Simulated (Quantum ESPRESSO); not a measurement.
HfN in Quantum ESPRESSO: the effect of target pressure

The system is HfN.

```
Hf N
1.0
     0.00000    2.25600    2.25600
     2.25600    0.00000    2.25600
     2.25600    2.25600    0.00000
Hf N
1 1
Direct
  0.00000 0.00000 0.00000
  0.50000 0.50000 0.50000
```

Alike in all runs:

| Property | Result |
| --- | --- |
| Program | Quantum ESPRESSO 7.5 |
| Task | phonons |
| Functional | PBE |
| Potentials or basis | GBRV 1.5 PBE |
| Cutoff | 612 eV |
| Density cutoff | 4898 eV |
| k mesh | 10 × 10 × 10 |
| Occupations | cold, width 0.2 eV |
| Spin | no spin polarisation |

Each run relaxes the cell or the atoms first.

```csv
target pressure,relaxed volume (Å³/atom),highest phonon frequency (cm⁻¹)
0 GPa,?,?
5 GPa,11.51,493
10 GPa,11.32,509
20 GPa,10.98,538
40 GPa,10.43,589
```

What does the run with target pressure 0 GPa give?

Relaxed volume 11.71 Å³/atom; highest phonon frequency 476 cm⁻¹.

Worked out: In Murnaghan's law V^(-B') rises as a straight line in P. The other rows fit best with B' = 4.1, V0 = 11.72 Å³/atom and B0 = 268 GPa, which gives 11.72 Å³/atom at 0 GPa, against the run's 11.71. A parabola through the other rows of the highest phonon frequency, of slope 3.32 cm⁻¹ per GPa there, extrapolates to 477 cm⁻¹, against the run's 476.

Caveats: the cell is more than 3 GPa from zero pressure, which shifts response properties (some runs).
